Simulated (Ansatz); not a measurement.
input.yaml (Ansatz)

```yaml
crystal:
  lattice:
    - [0.0, 3.3638628127, 3.3638628127]
    - [3.3638628127, 0.0, 3.3638628127]
    - [3.3638628127, 3.3638628127, 0.0]
  atoms:
    - { symbol: In, position: [0.125, 0.125, 0.125] }
    - { symbol: In, position: [0.875, 0.875, 0.875] }
hamiltonian:
  xc: pbe
  pseudopotentials:
    kind: paw
    azcp:
      In: "pseudopotentials/In.paw.azcp"
basis:
  ecutwfc: 420
  fft_grid_basis: typed
kpoints:
  mp_grid: { grid: [13, 13, 13], shift: [0, 0, 0] }
magnetization:
  spin_polarized: false
scf:
  occupations: { method: fermi_dirac, width: 0.1 }
```

Terminal output

```
Engine: ansatz 0.2.0, x86_64-unknown-linux-gnu
Pseudopotentials: kind: paw
Pseudopotential: In, paw, valence charge 13, recommended cutoff 420 eV (normal) 
Functional definition: PBE
  parameter kappa = 0.804
  parameter beta = 0.06672455060314922
  exchange = pbe_x(kappa = kappa, mu = beta*pi^2/3)
  correlation = pbe_c(beta = beta)
Crystal: 2 atoms, lattice volume = 76.128 Å³
Basis set: ecut = 420 eV, 1459 PW (Γ)
Bands: 17, of which v1, the nominal top of the filled ones, is band 13 counted from 1 (12 counted from 0)
Symmetry: 48 space group operations
Space group: Fd-3m (ITA 227), of the structure as read, at distance tolerance 4.2e-5 Å
k-points: 84 of 2197
Non-local potential: In, projectors of the file, l = 0: 2, l = 1: 2, l = 2: 2, l = 3: 2
PAW form: soft (Blöchl's): semilocal exchange-correlation on the pseudo side does not see the compensation charge
PAW one-centre angular grid: In, 590 points (default); XC on 64 Gauss nodes
Initial density: superposition of atomic densities (neutral atoms: chi_scale 0, normalization atom), corrected by the library's trained network
Initial wavefunctions: pseudopotential atomic-orbital guess
Functional: x = pbe(κ = 0.804, μ = 0.2195149727645171), c = pbe(β = 0.06672455060314922)
SCF iter   1: F=—  HF=-11195.041696 eV  |F-HF|=—  |Δ(HF+E_count)|=         —  Δρ=1.19e-3  dr2=1.62e-3  ethr=1.77e-3  ⟨swp⟩=5.8  Hψ=7204  notcnv=0
SCF iter   2: F=—  HF=-11195.041181 eV  |F-HF|=—  |Δ(HF+E_count)|=   5.15e-4  Δρ=1.30e-3  dr2=1.10e-3  ethr=6.23e-6  ⟨swp⟩=2.0  Hψ=3184  notcnv=0
SCF iter   3: F=—  HF=-11195.040845 eV  |F-HF|=—  |Δ(HF+E_count)|=   3.36e-4  Δρ=4.28e-4  dr2=1.41e-4  ethr=4.22e-6  ⟨swp⟩=2.0  Hψ=2511  notcnv=0
SCF iter   4: F=—  HF=-11195.040851 eV  |F-HF|=—  |Δ(HF+E_count)|=   5.74e-6  Δρ=2.31e-4  dr2=3.46e-5  ethr=5.43e-7  ⟨swp⟩=1.6  Hψ=2059  notcnv=0
SCF iter   5: F=—  HF=-11195.040845 eV  |F-HF|=—  |Δ(HF+E_count)|=   5.94e-6  Δρ=8.88e-5  dr2=3.99e-6  ethr=1.33e-7  ⟨swp⟩=2.2  Hψ=2525  notcnv=0
SCF iter   6: F=-11195.040843 eV  HF=-11195.040843 eV  |F-HF|=2.48e-9  |Δ(HF+E_count)|=   1.92e-6  Δρ=3.41e-6  dr2=8.21e-9  ethr=3.85e-10  ⟨swp⟩=2.0  Hψ=4274  notcnv=0
SCF 1 converged in 6 iterations: F = -11195.040843 eV  dr2 = 8.21e-9
SCF converged after 6 iterations
Free energy (F): -11195.040843 eV
Harris-Foulkes:  -11195.040843 eV  (|F-HF|=2.48e-9)
Internal energy: -11194.985359 eV  (E = F + TS)
E sigma→0 (E₀):  -11195.013101 eV
Entropy (-TS):   -0.055484 eV (-27.742 meV/atom)
Fermi energy:    5.488005 eV
--- Per-component energies (eV) ---
  E_band       = -164.378544
  E_kinetic    = 481.959234
  E_local      = -2868.557499  (includes V_loc(G=0)·N_el)
  E_nonlocal   = 731.642422
  E_hartree    = 1143.703865
  E_xc         = -430.490903
  E_vxc        = -197.978407  (∫ρ·V_xc dr)
  E_paw        = -8304.740213  (= ΣΔE_a)
  E_vpaw       = -598.850824  (= ΣTr[D̂ρ^β])
  E_aug_tail   = 0.000052  (compensation charges beyond the density's cutoff)
  E_ewald      = -1948.502318
  E_smearing   = -0.055484  (= −TS)
  E_closure    = -0.000000  (closes the sum)
  Σ components = -11195.040843   (vs F -11195.040843, Δ=0.00e0)
```
